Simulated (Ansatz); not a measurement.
Sb, DFT, PBE, all-electron LAPW, scalar-relativistic (Ansatz 0.2.0), run on 1 thread of Intel(R) Xeon(R) 6975P-C (Granite Rapids) on a shared host.

The cell is COD entry 1539203, as deposited and not checked against the literature; nothing was relaxed. The listed cell was then made from it by scaling, straining or moving an atom.

Command: `ansatz run input.yaml --threads 1 --pin off --max-ram 3072MiB --backend cpu --events-out ev --progress --plain --runs-dir out`

```yaml
crystal:
  lattice:
    - [3.4363801831, 0.0, 0.0]
    - [-1.7181900916, 2.9759925356, 0.0]
    - [0.0, 0.0, 5.33]
  atoms:
    - { symbol: Sb, position: [0.3333333333, 0.6666666667, 0.25] }
    - { symbol: Sb, position: [0.6666666667, 0.3333333333, 0.75] }
kpoints:
  mp_grid: { grid: [12, 12, 7] }
  band_path:
    path:
      - [0.0, 0.0, 0.0]
      - [0.5, 0.0, 0.0]
      - [0.3333333333, 0.3333333333, 0.0]
      - [0.0, 0.0, 0.0]
      - [0.0, 0.0, 0.5]
      - [0.5, 0.0, 0.5]
      - [0.3333333333, 0.3333333333, 0.5]
      - [0.0, 0.0, 0.5]
      - [0.5, 0.0, 0.5]
    npoints: 5
scf:
  occupations: { method: fermi_dirac, width: 0.05 }
hamiltonian:
  xc: pbe
  pseudopotentials: { kind: all_electron, lapw: { basis_error: 0.0005 } }
output:
  forces: true
  stress: true
  eigenvalues: true
```

Question: How large is the problem that the program sets up?

Answer: 76 irreducible k-points, 299 plane waves at Γ, 28 bands.

Question: Estimate the wall time and the peak memory.

Answer: 10 s of wall time for 7 SCF iterations, with a peak of 0.41 GiB. Times on shared machines scatter by tens of per cent.
